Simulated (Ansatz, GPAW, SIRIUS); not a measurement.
# CoO: programs and potentials compared

```
Co O
1.0
     1.60222    0.92504    2.56647
    -1.60222    0.92504    2.56647
     0.00000   -1.85008    2.56647
Co O
1 1
Direct
  0.99898 0.99898 0.99898
  0.75102 0.75102 0.75102
```

Measurements of this composition are mostly on another form, of space group No. 225.

Alike in all runs: task single point; functional PBEsol; k mesh 10 × 10 × 10; occupations fermi-dirac, width 0.05 eV; collinear spin, ferromagnetic start; no spin-orbit coupling. Pressure is positive in compression and, in plane waves, holds the error of the finite cutoff.

```json
{"program and potentials": "Ansatz, all-electron LAPW, scalar-relativistic", "plane-wave cutoff (eV)": "-", "notes": "-", "pressure (GPa)": "-7.86", "net moment per atom (μB)": "1.39", "largest force (eV/Å)": "0.215"}
{"program and potentials": "SIRIUS, PseudoDojo 0.4.1 PBEsol standard (scalar relativistic)", "plane-wave cutoff (eV)": "1307", "notes": "11.5 valence electrons an atom on average", "pressure (GPa)": "-7.74", "net moment per atom (μB)": "1.42", "largest force (eV/Å)": "0.217"}
{"program and potentials": "GPAW, PAW data sets generated for this functional", "plane-wave cutoff (eV)": "800", "notes": "7.5 valence electrons an atom on average", "pressure (GPa)": "-6.77", "net moment per atom (μB)": "1.39", "largest force (eV/Å)": "0.246"}
```

Force on atom 1 (Co), eV/Å:

| program and potentials | x | y | z |
| --- | --- | --- | --- |
| Ansatz, all-electron LAPW, scalar-relativistic | 0.000 | 0.000 | 0.215 |
| SIRIUS, PseudoDojo 0.4.1 PBEsol standard (scalar relativistic) | 0.000 | 0.000 | 0.217 |
| GPAW, PAW data sets generated for this functional | 0.000 | 0.000 | 0.246 |

The pressure spans -7.86 (Ansatz, all-electron LAPW, scalar-relativistic) to -6.77 GPa (GPAW, PAW data sets generated for this functional), with all-electron results at -7.86. The net moment per atom spans 1.39 (GPAW, PAW data sets generated for this functional) to 1.42 μB (SIRIUS, PseudoDojo 0.4.1 PBEsol standard (scalar relativistic)), with all-electron results at 1.39. The state is the one that the start led to, which needn't be the lowest.

The functional is the same throughout but for its coding, so the spread measures potentials, basis and numerics; runs on potential files found faulty are left out.
